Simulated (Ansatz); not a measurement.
# WSe₂ (P6_3/mmc), generalised stacking fault

All numbers below come from DFT PBEsol, scalar-relativistic, plane waves, PAW (Ansatz). Settings: plane waves to 420 eV, k-mesh 9×9×2 (Γ-centred), Gaussian smearing 0.05 eV. Spin–orbit coupling is left out, which can shift energies with elements as heavy as these. No spin polarisation. Energies are free energies at this smearing, counted from the undisturbed cell; pressure is positive in compression.

The undisturbed cell (relaxed at this level):

```yaml
crystal:
  lattice:
    - [-3.27115, 0.00000, 0.00000]
    - [-1.63558, -2.83290, 0.00000]
    - [0.00000, 0.00000, 13.22067]
  atoms:
    - { symbol: W, position: [0.33333, 0.33333, 0.56330] }
    - { symbol: W, position: [0.66667, 0.66667, 0.06330] }
    - { symbol: Se, position: [0.33333, 0.33333, 0.93669] }
    - { symbol: Se, position: [0.66667, 0.66667, 0.43669] }
    - { symbol: Se, position: [0.33333, 0.33333, 0.18991] }
    - { symbol: Se, position: [0.66667, 0.66667, 0.68991] }
```

The cell holds layers and no dispersion correction was added, so their binding is poorly described.

The cut lies on the cell's a–b face, a (0 0 1) plane (indices in the standard cell, whose axes needn't be the Cartesian ones shown) of area 9.27 Å², between layers 1.67 Å apart. Vector c is tilted by f times 1·a + 0·b (length 3.271 Å) with the atoms' Cartesian places fixed: one unrelaxed fault a cell.

```tsv
f	γ (mJ/m²)
0.0000	0
0.1000	828
0.2000	3116
0.3000	5740
0.4000	7795
0.5000	8635
```

Problem. Predict the shear traction, the slope of γ along the slip (GPa) at each point.

Solution.
| f | shear traction, the slope of γ along the slip (GPa) |
| --- | --- |
| 0.0000 | 0.0 |
| 0.1000 | 49.9 |
| 0.2000 | 84.8 |
| 0.3000 | 72.4 |
| 0.4000 | 48.5 |
| 0.5000 | 0.0 |

Cost: 6 runs of about 4.6 core-minutes in all, on AMD EPYC 7R43 (Zen 3) (shared hosts).